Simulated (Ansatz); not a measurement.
SnTe:

```xyz
2
Lattice="0.0000 3.6111 3.6111 3.6111 0.0000 3.6111 3.6111 3.6111 0.0000" Properties=species:S:1:pos:R:3 pbc="T T T"
Te    1.8056    1.8056    1.8056
Sn    0.0000    0.0000    0.0000
```

Measurements of this composition are mostly on another form, of space group No. 225.

Program: Ansatz 0.2.0. Alike in all runs: task projected density of states; potentials or basis Ansatz PAW; no spin polarisation; cell as given; k mesh 4 × 4 × 4; smearing fermi-dirac 0.05 eV. Hardware: 2 threads of Intel(R) Xeon(R) Platinum 8488C (Sapphire Rapids), on a shared host.

Order these runs on this cell by their wall time, lowest first.
A. level PBEsol; cutoff (eV) 420; mesh quality coarse
B. level HSE06; cutoff (eV) 420; mesh quality not flagged
C. level r2SCAN; cutoff (eV) 500; mesh quality coarse

A (2.9 s), C (5.8 s), B (22 s).

Caveats: some runs use coarse meshes; spin-orbit coupling is left out, which moves the levels of the heavy elements (some runs).
